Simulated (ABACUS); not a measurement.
Crystal: Pb.

```
Pb
1.0
     3.48000    0.00000    0.00000
    -1.74000    3.01377    0.00000
     0.00000    0.00000    5.59000
Pb
2
Direct
  0.66667 0.33333 0.75000
  0.33333 0.66667 0.25000
```

This isn't the form of Pb at room conditions, which is fcc.

Base run:

* Program: ABACUS 3.10.1
* Functional: PBE
* Potentials or basis: PseudoDojo NC SR 0.4.1 PBE standard
* Cutoff: 1361 eV
* Density cutoff: 5442 eV
* Basis: DZP LCAO (the cutoffs set its grid)
* k mesh: 9 × 9 × 5
* Occupations: fermi-dirac, width 0.05 eV
* Spin: no spin polarisation

Its results: band gap on the k mesh none (metal or under the smearing width); pressure 5.9 GPa.

Problem. The run is repeated on the same cell with these changes: basis from DZP LCAO (the cutoffs set its grid) to TZDP LCAO (the cutoffs set its grid); orbital files from Pb Pb_confined-atom_8au_2s2p2d.orb to Pb Pb_confined-atom_8au_3s3p3d1f.orb. What comes out?

Solution. Band gap on the k mesh none (metal or under the smearing width); pressure 4.5 GPa.

Caveats: the atomic orbitals were generated for these runs and aren't a published set; the basis of atomic orbitals isn't converged, which shifts pressures, moduli and gaps.
